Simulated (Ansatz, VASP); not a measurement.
# InAs: VASP beside Ansatz, part 2 of 3

Wanted: the spread between two codes on one cell, functional and k mesh.

VASP 6.6.1 and Ansatz 0.2.0.

So far: Starting point; VASP: band structure, HSEsol.

## 3. Ansatz: band structure, HSEsol

Level of this step: Ansatz beside VASP: Kohn-Sham DFT, plane waves, HSEsol (Ansatz).

Ansatz runs on its default PAW (the set named soft_2) files.

The same cell, functional, mesh and smearing now go to Ansatz, which takes its cutoff from its data sets.

Contents of input.yaml:

```yaml
crystal:
  lattice:
    - [0.0, 3.029, 3.029]
    - [3.029, 0.0, 3.029]
    - [3.029, 3.029, 0.0]
  atoms:
    - { symbol: In, position: [0.0, 0.0, 0.0] }
    - { symbol: As, position: [0.25, 0.25, 0.25] }
hamiltonian:
  xc:
    exchange: hjs_pbesol
    correlation: pbesol
    exx: { coeff: 0.25, omega: 0.2 }
  pseudopotentials: { kind: paw }
kpoints:
  mp_grid: { grid: [4, 4, 4] }
  band_path:
    path:
      - [0.0, 0.0, 0.0]
      - [0.5, 0.0, 0.5]
      - [0.5, 0.2, 0.7]
      - [0.4, 0.35, 0.75]
      - [0.15, 0.15, 0.3]
      - [0.2, 0.2, 0.2]
      - [0.55, 0.4, 0.55]
      - [0.6, 0.25, 0.65]
      - [0.5, 0.25, 0.75]
      - [0.5, 0.5, 0.5]
      - [0.375, 0.375, 0.75]
      - [0.5, 0.0, 0.5]
    npoints: 1
scf:
  occupations: { method: gaussian, width: 0.02 }
  n_extra_bands: 7
output:
  forces: true
  stress: true
  eigenvalues: true
  write_density: true
  write_potential: true
  elf: true
  volumetric_format: npy
```

Started as:

```sh
$ ansatz run input.yaml --threads 4 --pin off --max-ram 9216MiB --backend cpu --events-out ev --progress --plain --runs-dir out
```

Numbers of over 12 decimals in the logs are rounded to 6 here.

The log of the run:

```text
Warning: output.stress: scf.convergence.dr2_threshold = 1e-7 eV (the SCF's general default) is looser than the 2e-10 eV advised for a printed stress (1e-10 eV for each atom of the cell: 2). What an SCF threshold leaves in a stress goes as its square root, and in the free energy as the threshold itself, and one threshold admits the most on a small cell: [figures from the program's tests cut] Set scf.convergence.dr2_threshold to 2e-10 eV or tighter. The threshold is an SCF's pass mark: one that does not reach it within its budget of iterations ends unconverged, or closes short of it on a stop that the run arms, and scf.convergence.dr2_threshold's page says what that costs each kind of run
Warning: output.stress: scf.exx.energy_threshold = 1e-6 eV is looser than the 2e-8 eV advised for a stress under a hybrid functional (1e-8 eV for each atom of the cell: 2). Every SCF of the exchange loop can meet its threshold on dr2 while the loop round them stops early: no threshold on dr2 bounds what that leaves in the stress. Set scf.exx.energy_threshold to 2e-8 eV or tighter. The threshold is the loop's pass mark: a loop that does not reach it within its budget of cycles ends unconverged, and scf.exx.energy_threshold's page has the law
scf.n_extra_bands = 7 over 14 filled bands (N_el = 28.0): the run solves 21 bands
Engine: ansatz 0.2.0, aarch64-unknown-linux-gnu
Pseudopotentials: kind: paw
Pseudopotential: In, paw, valence charge 13, recommended cutoff 420 eV (normal), In.paw.azcp
Pseudopotential: As, paw, valence charge 15, recommended cutoff 420 eV (normal), As.paw.azcp
Functional definition: unnamed
  parameter a_1 = 0.25
  parameter omega_1 = 0.2/angstrom
  exchange = pbe_x(mu = 0.123457) + (-a_1)*hjs_pbesol_x_sr(omega_1) + a_1*exact_x_sr(omega_1)
  correlation = pbe_c(beta = 0.046)
Crystal: 2 atoms, lattice volume = 55.581 Å³
Basis set: ecut = 420 eV, 1067 PW (Γ), exchange–correlation on 60×60×60 points (8 copies of the dense FFT grid, shifted against one another)
Bands: 21, of which v1, the nominal top of the filled ones, is band 14 counted from 1 (13 counted from 0)
Symmetry: 24 space group operations
Space group: F-43m (ITA 216), of the structure as read, at distance tolerance 3.8e-5 Å
k-points: 8 of 64 (time reversal used)
Non-local potential: In, projectors of the file, l = 0: 2, l = 1: 2, l = 2: 2, l = 3: 2
Non-local potential: As, projectors of the file, l = 0: 2, l = 1: 2, l = 2: 3, l = 3: 1
PAW form: soft (Blöchl's): semilocal exchange-correlation on the pseudo side does not see the compensation charge
PAW frozen core: In, regenerated for the run's functional, and the local potential with it (the file was generated under x = pbe(κ = 0.804, μ = 0.219515), c = pbe(β = 0.066725))
PAW frozen core: As, regenerated for the run's functional, and the local potential with it (the file was generated under x = pbe(κ = 0.804, μ = 0.219515), c = pbe(β = 0.066725))
PAW one-centre angular grid: In, 590 points (default); XC on 64 Gauss nodes
PAW one-centre angular grid: As, 590 points (default); XC on 64 Gauss nodes
Initial density: superposition of atomic densities (neutral atoms: chi_scale 0, normalization atom), corrected by the library's trained network
Initial wavefunctions: pseudopotential atomic-orbital guess
Functional: x = pbesol(κ = 0.804, μ = 0.123457), c = pbesol(β = 0.046), warm-up for x = hjs_pbesol + 0.25 (exact − hjs_pbesol) at short range (ω = 0.2 Å⁻¹), c = pbesol(β = 0.046)
SCF iter   1: F=—  HF=-10338.687796 eV  |F-HF|=—  |Δ(HF+E_count)|=         —  Δρ=3.07e-3  dr2=8.32e-3  ethr=1.77e-3  ⟨swp⟩=13.1  Hψ=805  notcnv=0
preconditioner: auto → none  [insulator: Δε(μ)=0.811 eV  Ē_g=16.915 eV  σ=0.020 eV  W_gap=0.67  n_scr=14 (ndim 8)  ℏωp=21.1 eV  f_vac=0.107  D(μ)=2.41/eV (n_scr^D=14)]
iter 2 solved again at ethr=1.07e-6 eV; its pass at ethr=2.97e-5 eV (dr2=3.00e-4 eV) is discarded
SCF iter   2: F=—  HF=-10338.684802 eV  |F-HF|=—  |Δ(HF+E_count)|=   2.99e-3  Δρ=8.27e-4  dr2=3.11e-4  ethr=1.07e-6  ⟨swp⟩=4.1  Hψ=827  notcnv=0  defer=5
SCF iter   3: F=—  HF=-10338.684730 eV  |F-HF|=—  |Δ(HF+E_count)|=   7.16e-5  Δρ=3.46e-4  dr2=5.08e-5  ethr=1.07e-6  ⟨swp⟩=3.2  Hψ=393  notcnv=0  defer=3
SCF iter   4: F=—  HF=-10338.684753 eV  |F-HF|=—  |Δ(HF+E_count)|=   2.28e-5  Δρ=1.51e-4  dr2=8.17e-6  ethr=1.81e-7  ⟨swp⟩=3.4  Hψ=305  notcnv=0  defer=2
SCF iter   5: F=—  HF=-10338.684758 eV  |F-HF|=—  |Δ(HF+E_count)|=   4.98e-6  Δρ=2.45e-5  dr2=2.26e-7  ethr=2.92e-8  ⟨swp⟩=3.6  Hψ=363  notcnv=0  defer=1
SCF iter   6: F=—  HF=-10338.684758 eV  |F-HF|=—  |Δ(HF+E_count)|=   2.98e-7  Δρ=4.34e-6  dr2=8.38e-9  ethr=8.07e-10  ⟨swp⟩=4.1  Hψ=397  notcnv=0  defer=1
SCF iter   7: F=-10338.684758 eV  HF=-10338.684758 eV  |F-HF|=1.33e-10  |Δ(HF+E_count)|=   1.50e-8  Δρ=7.22e-7  dr2=2.89e-10  ethr=2.99e-11  ⟨swp⟩=3.9  Hψ=384  notcnv=0  defer=1
SCF 1 converged in 7 iterations: F = -10338.684758 eV  dr2 = 2.89e-10
  greatest PAW one-centre occupation: 0.999 electrons in one spin orbital (limit 2), on the As atom at site 1 (counted from 0), in its partial waves of l = 2
Initial density: handed on by an earlier stage of this run
Initial wavefunctions: those handed on with the density
Functional: x = hjs_pbesol + 0.25 (exact − hjs_pbesol) at short range (ω = 0.2 Å⁻¹), c = pbesol(β = 0.046)
Exchange kernel: α = 0.2500, screened, ω = 0.2000 Å⁻¹, Wigner–Seitz truncation, v(0) = 1113.5170 eV·Å³, q-mesh 4×4×4, nearest image of the exchange supercell L = 17.13 Å, pair-density grid 18×18×18, without the augmentation charges, whose exchange is taken in its separable form by FFT convolution over the k-point mesh (sized by the pseudopotential files, 24×24×24 at the most), smooth part of the exact exchange by density-matrix convolution
Frozen-core exchange: fock
iter 1 solved again at ethr=4.90e-5 eV; its pass at ethr=1.00e-1 eV (dr2=1.37e-2 eV) is discarded
SCF iter   1: F=—  HF=-10375.816692 eV  |F-HF|=—  |Δ(HF+E_count)|=         —  Δρ=6.73e-3  dr2=1.59e-2  ethr=4.90e-5  ⟨swp⟩=4.9  Hψ=951  notcnv=0
preconditioner: auto → none  [insulator: Δε(μ)=0.284 eV  Ē_g=19.071 eV  σ=0.020 eV  W_gap=1.00  n_scr=14 (ndim 8)  ℏωp=21.1 eV  f_vac=0.098  D(μ)=0.00/eV (n_scr^D=0)]
[...]
SCF iter   3: F=—  HF=-10375.806539 eV  |F-HF|=—  |Δ(HF+E_count)|=   1.98e-4  Δρ=9.31e-4  dr2=1.25e-3  ethr=5.10e-6  ⟨swp⟩=2.1  Hψ=306  notcnv=0
SCF iter   4: F=—  HF=-10375.806526 eV  |F-HF|=—  |Δ(HF+E_count)|=   1.31e-5  Δρ=2.20e-4  dr2=1.04e-3  ethr=7.25e-7  ⟨swp⟩=3.1  Hψ=308  notcnv=0
SCF iter   5: F=—  HF=-10375.816823 eV  |F-HF|=—  |Δ(HF+E_count)|=   1.03e-2  Δρ=7.95e-4  dr2=2.48e-4  ethr=6.68e-8  ⟨swp⟩=5.0  Hψ=627  notcnv=0
SCF iter   6: F=—  HF=-10375.816733 eV  |F-HF|=—  |Δ(HF+E_count)|=   8.96e-5  Δρ=5.84e-5  dr2=1.81e-5  ethr=6.68e-8  ⟨swp⟩=4.0  Hψ=404  notcnv=0
SCF iter   7: F=-10375.816856 eV  HF=-10375.816859 eV  |F-HF|=3.57e-6  |Δ(HF+E_count)|=   1.26e-4  Δρ=1.07e-4  dr2=6.00e-6  ethr=2.16e-9  ⟨swp⟩=5.0  Hψ=609  notcnv=0
SCF 2 stopped early in 7 iterations: F = -10375.816856 eV  dr2 = 6.00e-6
hybrid outer 1: dexx = +1.171e-2 eV, tail = 7.37e-5 eV
Exchange kernel: α = 0.2500, screened, ω = 0.2000 Å⁻¹, Wigner–Seitz truncation, v(0) = 1113.5170 eV·Å³, q-mesh 4×4×4, nearest image of the exchange supercell L = 17.13 Å, pair-density grid 18×18×18, without the augmentation charges, whose exchange is taken in its separable form by FFT convolution over the k-point mesh (sized by the pseudopotential files, 24×24×24 at the most), smooth part of the exact exchange by density-matrix convolution
Frozen-core exchange: fock
SCF iter   1: F=—  HF=-10375.817050 eV  |F-HF|=—  |Δ(HF+E_count)|=         —  Δρ=5.84e-5  dr2=1.56e-6  ethr=1.32e-6  ⟨swp⟩=3.9  Hψ=351  notcnv=0
preconditioner: auto → none  [insulator: Δε(μ)=0.446 eV  Ē_g=19.043 eV  σ=0.020 eV  W_gap=1.00  n_scr=14 (ndim 8)  ℏωp=21.1 eV  f_vac=0.104  D(μ)=0.00/eV (n_scr^D=0)]
SCF iter   2: F=—  HF=-10375.817050 eV  |F-HF|=—  |Δ(HF+E_count)|=   2.40e-7  Δρ=2.02e-5  dr2=6.79e-7  ethr=3.70e-9  ⟨swp⟩=4.0  Hψ=505  notcnv=0
SCF iter   3: F=—  HF=-10375.817050 eV  |F-HF|=—  |Δ(HF+E_count)|=   5.01e-8  Δρ=5.48e-6  dr2=5.57e-7  ethr=5.06e-10  ⟨swp⟩=3.0  Hψ=360  notcnv=0
SCF iter   4: F=—  HF=-10375.817066 eV  |F-HF|=—  |Δ(HF+E_count)|=   1.61e-5  Δρ=1.21e-5  dr2=1.32e-7  ethr=4.07e-11  ⟨swp⟩=4.9  Hψ=600  notcnv=0  defer=2
SCF iter   5: F=-10375.817066 eV  HF=-10375.817066 eV  |F-HF|=3.58e-9  |Δ(HF+E_count)|=   6.95e-8  Δρ=2.23e-6  dr2=5.65e-9  ethr=4.07e-11  ⟨swp⟩=4.0  Hψ=464  notcnv=0
SCF 3 converged in 5 iterations: F = -10375.817066 eV  dr2 = 5.65e-9
  Residual-converged pass: ⟨swp⟩=2.2  Hψ=262  notcnv=0  max |occ|·‖R‖ = 2.3e-6 eV (tolerance 2.4e-6 eV)  dr2=5.64e-9  dr2_onsite=1.34e-9  max |Δocc| = 1.6e-62
hybrid outer 2: dexx = +8.569e-7 eV, tail = 3.15e-8 eV, Δε = 3.33e-3 eV (about 1.36e-4 eV left of the loop's levels)
NSCF: frozen V_eff on 12 k-points
hybrid SCF converged: 2 outer / 12 inner (+7 warm-up), last move |dexx| = 8.57e-7 eV, tail = 3.15e-8 eV
Stability not checked: this state was not tested for a lower state beside it, because the functional holds exact exchange (a hybrid, or Hartree-Fock), whose exchange loop this test does not read (fock_operator; see scf.lower_state_search)
Free energy (F): -10375.817066 eV
Frozen-core exchange: fock
Harris-Foulkes:  -10375.817066 eV  (|F-HF|=3.58e-9)
Internal energy: -10375.817066 eV  (E = F + TS)
E sigma→0 (E₀):  -10375.817066 eV
Fermi energy:    7.519243 eV
--- Per-component energies (eV) ---
  E_band       = -382.314691
  E_kinetic    = 346.962478
  E_local      = -3289.137416  (includes V_loc(G=0)·N_el)
  E_nonlocal   = -299.508454
  E_hartree    = 1591.036508
  E_xc         = -232.842543
  E_vxc        = -142.894722  (∫ρ·V_xc dr)
  E_exx        = -93.989791  (= α·E_x^exact, valence–valence)
  E_paw        = -5880.328132  (= ΣΔE_a)
  E_vpaw       = 8.167486  (= ΣTr[D̂ρ^β])
  E_aug_tail   = 0.000034  (compensation charges beyond the density's cutoff)
  E_ewald      = -2518.619559
  E_core_change = 0.609808  (= ΣΔE_core)
  E_smearing   = -0.000000  (= −TS)
  E_closure    = 0.000000  (closes the sum)
  Σ components = -10375.817066   (vs F -10375.817066, Δ=0.00e0)
--- Forces (eV/Å), atoms counted from 1 ---
  atom   1  In     0.00000000    -0.00000000    -0.00000000
  atom   2  As    -0.00000000    -0.00000000    -0.00000000
  max |Σ_I F_I| component: 3.23e-16 eV/Å
--- Stress (GPa, compression-positive) ---
       -0.227454       0.000000      -0.000000
        0.000000      -0.227454       0.000000
       -0.000000       0.000000      -0.227454
  P = ⅓ Tr σ = -0.2275 GPa (-2.275 kbar)
--- Band table (eV; the first three rows and the last of 8) ---
  k-point 0: bands = [... 10 lower, -5.7124, 7.2951, 7.2951, 7.2951, 7.7424, 11.9222, 11.9222, 11.9222, ... 3 higher]
  k-point 1: bands = [... 10 lower, -5.0579, 3.3563, 6.6804, 6.6804, 9.1847, 12.6832, 12.6832, 13.2426, ... 3 higher]
  k-point 2: bands = [... 10 lower, -4.1048, 1.0129, 6.2208, 6.2208, 8.8754, 12.7120, 12.7120, 14.8878, ... 3 higher]
  k-point 7: bands = [... 10 lower, -3.4464, 1.1111, 4.0838, 4.1937, 12.2256, 12.4015, 13.1065, 14.0658, ... 3 higher]
```

Elapsed: 42 s, on 4 threads of Arm Neoverse N1, shared host; peak memory 0.79 GiB; 2.5 min of CPU time.

## 4. Side by side

Known differences besides the potentials themselves: exact exchange at q = 0 is treated differently, which shows on coarse meshes; VASP keeps PBE cores, Ansatz makes them for the functional; the data sets hold 28 valence electrons in Ansatz (default PAW (the set named soft_2) files) and 18 in VASP; the cutoff is 420 eV in Ansatz and 400 eV in VASP; VASP takes a coarser grid for exact exchange (PRECFOCK = Fast). Total energies have different zeros and are not compared.

Compared:

```csv
quantity,Ansatz,VASP,difference
gap over the path points (eV),0.447,0.451,-0.004
```

Levels at points of the path, from each program's valence-band top (eV; 3 filled, then empty):

```csv
k (reciprocal lattice),Ansatz,VASP
0.000 0.000 0.000,0.00 0.00 0.00 0.45 4.63 4.63,0.00 0.00 0.00 0.45 4.63 4.63
0.500 0.000 0.500,-6.35 -2.53 -2.53 2.05 2.67 10.21,-6.34 -2.52 -2.52 2.06 2.68 10.21
0.500 0.200 0.700,-6.20 -3.15 -3.06 4.26 4.67 6.57,-6.19 -3.14 -3.05 4.27 4.67 6.57
0.400 0.350 0.750,-6.19 -3.54 -2.21 2.84 5.06 7.83,-6.18 -3.53 -2.20 2.85 5.06 7.83
0.150 0.150 0.300,-3.58 -1.57 -0.39 2.75 4.80 5.26,-3.58 -1.56 -0.39 2.76 4.81 5.26
0.200 0.200 0.200,-3.14 -0.45 -0.45 1.92 5.24 5.24,-3.13 -0.45 -0.45 1.93 5.24 5.24
0.550 0.400 0.550,-6.18 -2.34 -1.38 2.76 4.98 6.13,-6.17 -2.33 -1.37 2.77 4.99 6.13
0.600 0.250 0.650,-6.19 -3.54 -2.21 2.84 5.06 7.83,-6.18 -3.53 -2.20 2.85 5.06 7.83
0.500 0.250 0.750,-6.18 -3.21 -3.10 4.93 5.11 5.81,-6.18 -3.20 -3.09 4.93 5.11 5.82
0.500 0.500 0.500,-6.28 -1.07 -1.07 1.58 5.42 5.42,-6.27 -1.07 -1.07 1.59 5.42 5.42
```

Among the levels compared at these points, filled levels agree within 8 meV and empty ones within 9 meV.

## 5. Ansatz: band structure, HSE06, spin-orbit coupling

Levels along a path test the potential and the projectors away from the mesh points.

input.yaml, the sections that differ from step 3:

```yaml
hamiltonian:
  xc: { exchange: pbe, correlation: pbe, exx: { coeff: 0.25, omega: 0.2 } }
  pseudopotentials: { kind: paw_fr }
magnetization:
  noncollinear: true
  spin_orbit: true
scf:
  occupations: { method: gaussian, width: 0.02 }
  n_extra_bands: 14
output:
  forces: true
  stress: true
  eigenvalues: true
# crystal, kpoints: as in step 3
```

The log of the run:

```text
[...]
non-collinear run that drives no moment, with spin-orbit: no starting moment large enough to seed its density (crystal.atoms[].spin), no starting occupations that ask for one, no magnetisation constraint and no magnetic field, so the semilocal B_xc is pinned to zero
Crystal: 2 atoms, lattice volume = 55.581 Å³
[...]
k-point 0: bands = [... 24 lower, 7.5163, 7.5163, 7.5163, 7.5163, 7.9606, 7.9606, 11.7484, 11.7484, ... 10 higher]
  k-point 1: bands = [... 24 lower, 6.6420, 6.6420, 6.9054, 6.9177, 9.3667, 9.3667, 12.6823, 12.6823, ... 10 higher]
  k-point 2: bands = [... 24 lower, 6.1802, 6.1802, 6.4574, 6.4574, 9.0651, 9.0651, 12.7653, 12.7653, ... 10 higher]
  k-point 7: bands = [... 24 lower, 4.1463, 4.2446, 4.2603, 4.3889, 12.3490, 12.3995, 12.5103, 12.6160, ... 10 higher]
[key lines of the parts left out:]
Magnetization: |M| = 0.0000 μB,  M = (+0.0000, +0.0000, +0.0000) μB
Free energy (F): -10456.871194 eV
Fermi energy:    7.738796 eV
P = ⅓ Tr σ = 1.6041 GPa (16.041 kbar)
```

Run time: 4.4 min. Hardware: 4 threads; peak memory 1.2 GiB; 16 min of CPU time.

(Continued in part 3 of 3.)

[Lines on the potential files, build, host, timing and source positions are cut from VASP's logs without a mark.]

[Logs are printed without paths, hosts, clocks, repeated set-up lines and the standing remarks that a program may print on its own settings, such as how far it seeks lower states.]

[Hosts, paths, dates, database ids (printed as entryN), source tags and the programs' standing remarks are cut or masked in the printed files.]
